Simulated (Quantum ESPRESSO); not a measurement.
The system is Sn.

```
Sn
1.0
    -2.94014    2.94014    1.59930
     2.94014   -2.94014    1.59930
     2.94014    2.94014   -1.59930
Sn
2
Direct
  0.00000 0.00000 0.00000
  0.75000 0.25000 0.50000
```

```yaml
Program: Quantum ESPRESSO 7.5
Task: phonons
Functional: LDA
Potentials_or_basis: JTH 2.0 LDA
Cutoff: 490 eV
Density_cutoff: 2939 eV
k_mesh: 9 × 9 × 9
Occupations: cold, width 0.272 eV
Spin: no spin polarisation
Form_of_the_LDA_correlation: PW92
Mixing_beta: 0.5
Most_SCF_iterations: 120
SCF_threshold: 4e-10 Ry
```

The cell and the atoms were relaxed first, to 25.92 Å³/atom (a = 4.369 Å, b = 4.369 Å, c = 4.369 Å, α = 97.27°, β = 97.27°, γ = 138.31°), and the response was taken there.

Task: Where do the zone-centre optical modes lie?

Result: B1g at 48 cm⁻¹ (Raman); Eg at 138 cm⁻¹ (Raman).

Optical modes at Γ, degenerate ones joined:
| cm⁻¹ | components | symmetry | active in |
| --- | --- | --- | --- |
| 48 | 1 | B1g | Raman |
| 138 | 2 | Eg | Raman |

Caveat: the cutoff is low for these files, which shifts pressure and relaxed volume.
